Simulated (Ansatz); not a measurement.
# PbS: the cell at several levels of theory

The task here is to estimate one member of a computed series from the others.

Program: Ansatz 0.2.0. PAW datasets, plane waves, zero pressure. No spin polarisation. The prototype was imposed, so other structures may be more stable.

## The system as given

This is the cell as the run starts from it, not yet at rest; its lengths are not the crystal's.

The symmetry is Pm-3m (No. 221, cubic); a = 3.246 Å in the conventional setting, 17.10 Å³ an atom. Pb has 8 S at 2.81 Å; S has 8 Pb at 2.81 Å.

The structure in full:

```cif
data_structure
_symmetry_space_group_name_H-M 'Pm-3m'
_symmetry_Int_Tables_number 221
_cell_length_a 3.2457
_cell_length_b 3.2457
_cell_length_c 3.2457
_cell_angle_alpha 90.000
_cell_angle_beta 90.000
_cell_angle_gamma 90.000
_cell_volume 34.19
loop_
_atom_site_label
_atom_site_type_symbol
_atom_site_symmetry_multiplicity
_atom_site_Wyckoff_symbol
_atom_site_fract_x
_atom_site_fract_y
_atom_site_fract_z
_atom_site_occupancy
Pb1 Pb 1 a 0.00000 0.00000 0.00000 1
S1 S 1 b 0.50000 0.50000 0.50000 1
```

The first run:

The input, input.yaml:

```yaml
crystal:
  lattice:
    - [3.2457188758, 0.0, 0.0]
    - [0.0, 3.2457188758, 0.0]
    - [0.0, 0.0, 3.2457188758]
  atoms:
    - { symbol: Pb, position: [0.0, 0.0, 0.0] }
    - { symbol: S, position: [0.5, 0.5, 0.5] }
kpoints:
  mp_grid: { grid: [8, 8, 8] }
hamiltonian:
  xc: pbe
scf:
  occupations: { method: fermi_dirac, width: 0.02 }
relax:
  f_tol: 0.005
  cell: {}
output:
  write_density: true
  write_potential: true
  elf: true
  volumetric_format: npy
```

The run is started by

```
$ ansatz run input.yaml --threads 2 --pin off --max-ram 2211MiB --backend cpu --events-out ev --progress --plain --runs-dir out
```

Steps of the session up to this table: Relaxing with PBE; Relaxation with r2SCAN; Relaxing with PBEsol; Relaxing with LDA; Relaxation with HSE06.

One table of the session follows, with a row left open; its other results are not shown here.

It belongs to the step «The cells side by side». 

| level | a (Å) | volume (Å³/atom) |
| --- | --- | --- |
| PBE | ? | ? |
| r2SCAN | 3.635 | 24.018 |
| PBEsol | 3.580 | 22.943 |
| LDA | 3.538 | 22.135 |
| HSE06 | 3.604 | 23.402 |

Estimate the missing values for PBE.

**Answer.** a (Å): 3.652; volume (Å³/atom): 24.352. In the column «a (Å)» it is the highest.

In words: From the start to the first minimum the volume moved by +42.4 %. LDA gives the smallest cell and PBE the largest; they differ by 10.0 % in volume, a mean of 3.2 % in length. The meshes differ: PBE 8×8×8, r2SCAN 6×6×6, PBEsol 6×6×6, LDA 6×6×6, HSE06 4×4×4.

Limits of these values: Warnings in the runs' records: filled band counts differ across k points.
